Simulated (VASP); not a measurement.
# Ge: molecular dynamics with a thermostat

Ge, P4_32_12 (no. 96), 12 atoms in the cell. PBE, molecular dynamics; PAW potentials Ge (PBE set).

Ensemble: Nose-Hoover; Target temperature (K): 1600.

## Input

INCAR:
```
SYSTEM = Ge
  GGA = PE
  PREC = Normal
  ENCUT = 200
  EDIFF = 1E-6
  NELMIN = 4
  NELM = 60
  ALGO = Fast
  LREAL = Auto
  LASPH = .TRUE.
  ISMEAR = -1
  SIGMA = 0.069
  ISYM = 0
  LWAVE = .FALSE.
  LCHARG = .FALSE.
  IBRION = 0
  NSW = 60
  POTIM = 3.0
  TEBEG = 1600
  ISIF = 2
  RANDOM_SEED = 67696 0 0
  MDALGO = 2
  SMASS = 0
  KPAR = 2
```

KPOINTS:
```
k-points
0
Monkhorst-Pack
  2 2 2
```

POSCAR:
```
Ge
1.0
    5.9300000000      0.0000000000      0.0000000000
    0.0000000000      5.9300000000      0.0000000000
    0.0000000000      0.0000000000      6.9800000000
Ge
12
Direct
    0.3750000000      0.1667000000      0.7500000000
    0.3333000000      0.8750000000      0.5000000000
    0.6250000000      0.8333000000      0.2500000000
    0.6667000000      0.1250000000      0.0000000000
    0.8750000000      0.3333000000      0.5000000000
    0.8333000000      0.6250000000      0.7500000000
    0.1250000000      0.6667000000      0.0000000000
    0.1667000000      0.3750000000      0.2500000000
    0.5750000000      0.4250000000      0.2500000000
    0.9250000000      0.9250000000      0.5000000000
    0.4250000000      0.5750000000      0.7500000000
    0.0750000000      0.0750000000      0.0000000000
```

Commands:
```
cat potpaw_PBE.64/Ge/POTCAR > POTCAR
mpirun -np 2 vasp_std > vasp.out
```

## Result

- Mean temperature (K): 1635
- Rise of the mean potential energy above the start (meV/atom): 169.9
- Electronic steps per ionic step after the first: 4.7

Course of the run:

| Time (fs) | Temperature (K) | Potential energy less the first (meV/atom) |
|---|---|---|
| 3 | 1594 | 0.0 |
| 18 | 1205 | 49.8 |
| 30 | 885 | 101.2 |
| 45 | 1143 | 112.9 |
| 57 | 2000 | 88.3 |
| 72 | 2700 | 110.9 |
| 84 | 2234 | 173.1 |
| 99 | 1504 | 221.8 |
| 111 | 1204 | 235.8 |
| 126 | 950 | 262.2 |
| 138 | 970 | 276.5 |
| 153 | 1676 | 250.5 |
| 165 | 2491 | 225.7 |
| 180 | 2553 | 238.7 |

REPORT:
```
MDALGO =   2
               SCALING =       0
                 CNEXP =     9.000   14.000
           RANDOM_SEED =             67696                0                0

   original number of atomic DOF:         33
   number of independent constraints:      0
   number of active DOF:                  33

========================================
         MD step No.       1
========================================

  Atomic velocities initialized by STEP_tb

  >Energies
                    E_tot             E_pot             E_kin               EPS                ES
   e_b>   -0.49984887E+02   -0.52251117E+02    0.22662300E+01    0.00000000E+00    0.00000000E+00

  >Temperature
               T_sim     T_inst
   tmprt>   1600.000   1593.839

  >Thermostat:
           s(n+1) sdot(n+1)      s(n)   sdot(n)        Qs
   s_b>  -0.00005  -0.00009   0.00000   0.00000   0.91074

           RANDOM_SEED =             67696               72                0

[... steps left out ...]

========================================
         MD step No.      60
========================================

  >Energies
                    E_tot             E_pot             E_kin               EPS                ES
   e_b>   -0.49978404E+02   -0.49386280E+02    0.36297778E+01    0.36565686E-01   -0.42584674E+01

  >Temperature
               T_sim     T_inst
   tmprt>   1600.000   2552.822

  >Thermostat:
           s(n+1) sdot(n+1)      s(n)   sdot(n)        Qs
   s_b>  -0.91843   0.02093  -0.93593   0.01408   0.91074

           RANDOM_SEED =             67696               72                0
```

OSZICAR:
```
N       E                     dE             d eps       ncg     rms          rms(c)
DAV:   1     0.903463062079E+02    0.90346E+02   -0.99644E+03   248   0.583E+02
DAV:   2    -0.444934302659E+02   -0.13484E+03   -0.12907E+03   308   0.128E+02
DAV:   3    -0.524386986790E+02   -0.79453E+01   -0.77772E+01   304   0.328E+01
DAV:   4    -0.525752448569E+02   -0.13655E+00   -0.13583E+00   304   0.427E+00
DAV:   5    -0.525793168785E+02   -0.40720E-02   -0.40703E-02   320   0.540E-01    0.690E+00
RMM:   6    -0.523673594860E+02    0.21196E+00   -0.11180E-01   248   0.124E+00    0.421E+00
RMM:   7    -0.522502116630E+02    0.11715E+00   -0.26509E-01   248   0.209E+00    0.236E-01
RMM:   8    -0.522503417136E+02   -0.13005E-03   -0.31454E-02   248   0.775E-01    0.785E-02
RMM:   9    -0.522510255440E+02   -0.68383E-03   -0.68474E-03   260   0.300E-01    0.602E-02
RMM:  10    -0.522510845323E+02   -0.58988E-04   -0.87645E-04   248   0.122E-01    0.144E-02
RMM:  11    -0.522511107011E+02   -0.26169E-04   -0.30092E-04   256   0.573E-02    0.415E-03
RMM:  12    -0.522511142217E+02   -0.35206E-05   -0.44074E-05   252   0.241E-02    0.323E-03
[... left out ...]
     59 T=  2661. E= -.49979523E+02 F= -.49465513E+02 E0= -.49417386E+02  EK= 0.37835E+01 SP= -.43E+01 SK= 0.71E-02
[... last step whole ...]
       N       E                     dE             d eps       ncg     rms          rms(c)
DAV:   1    -0.493861942485E+02    0.79319E-01   -0.33346E-02   496   0.244E+00    0.149E-02
RMM:   2    -0.493862764911E+02   -0.82243E-04   -0.73137E-04   248   0.127E-01    0.771E-03
RMM:   3    -0.493862796429E+02   -0.31518E-05   -0.46369E-05   252   0.297E-02    0.509E-03
RMM:   4    -0.493862797731E+02   -0.13020E-06   -0.11541E-05   257   0.107E-02    0.181E-03
RMM:   5    -0.493862797805E+02   -0.74074E-08   -0.16735E-06   152   0.442E-03
     60 T=  2553. E= -.49978404E+02 F= -.49386280E+02 E0= -.49340484E+02  EK= 0.36298E+01 SP= -.43E+01 SK= 0.37E-01
```

Limits: 180 fs of 12 atoms are too short for converged averages.

VASP 6.6.1 took 356 s on 2 cores (Intel Xeon Platinum 8259CL @ 2.50GHz (Skylake/Cascade Lake)), a shared host.
